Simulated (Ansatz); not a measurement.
# An elastic constant from a strain scan in KBr

Theory: DFT r2SCAN, scalar-relativistic, plane waves, PAW (Ansatz). The runs took a 500 eV cutoff, a Γ-centred 6×6×6 mesh and Gaussian smearing (0.05 eV). No spin polarisation. Energies are free energies at this smearing, counted from the undisturbed cell; pressure is positive in compression.

Reference structure (as given, not relaxed at this level; it stands at 0.2 GPa):

```
K Br
1.0
     0.00000    3.29250    3.29250
     3.29250    0.00000    3.29250
     3.29250    3.29250    0.00000
K Br
1 1
Direct
  0.00000 0.00000 0.00000
  0.50000 0.50000 0.50000
```

The cell is strained by ε times the Voigt pattern (0, 0, 0, 0, 1, 0) (xx, yy, zz, yz, xz, xy; engineering shear) with fractional coordinates fixed. The cell holds 2 atoms in V0 = 71.39 Å³. The stress column is τ = (1/V0) dE/dε, got from the stress tensor σ (compression positive) at each point as −det(1 + εP) σ : P(1 + εP)⁻¹, with P the pattern as a tensor.

```
      ε  ΔE (meV/atom)  τ (GPa)
-0.0875          4.607   -0.478
-0.0750          3.374   -0.407
-0.0625          2.337   -0.338
-0.0500          1.491   -0.269
-0.0375          0.837   -0.201
-0.0250          0.372   -0.134
-0.0125          0.092   -0.067
 0.0000          0.000    0.000
 0.0125          0.092    0.067
 0.0250          0.372    0.134
 0.0375          0.837    0.201
 0.0500          1.491    0.269
 0.0625          2.337    0.338
 0.0750          3.374    0.407
 0.0875          4.607    0.478
 0.1000              ?        ?
```

Task: Which combination of elastic constants does this scan measure, and how large is it?

Result: For small ε, τ = τ0 + Kε with K = pᵀCp, which for this pattern is C44 in the cubic axes. The parabola through τ at ε = -0.0125, 0 and 0.0125 has slope K = 5.3 GPa at zero. The energies per cell, E = NΔE, of the wider pair ε = ±0.0250 give K = 2[E(ε₊)/ε₊ − E(ε₋)/ε₋]/[(ε₊ − ε₋)V0] = 5.3 GPa, in agreement. The start is under stress, which shifts K from the elastic constant by about the size of that stress.

Task: Predict the withheld row at ε = 0.1000 from the harmonic law, and compare.

Result: ΔE = V0(τ0 ε + Kε²/2)/N = 5.953 meV/atom and τ = 0.53 GPa. The calculation gives 6.036 meV/atom and 0.55 GPa, a miss of 1.4 % of the harmonic energy, so the harmonic law still holds here.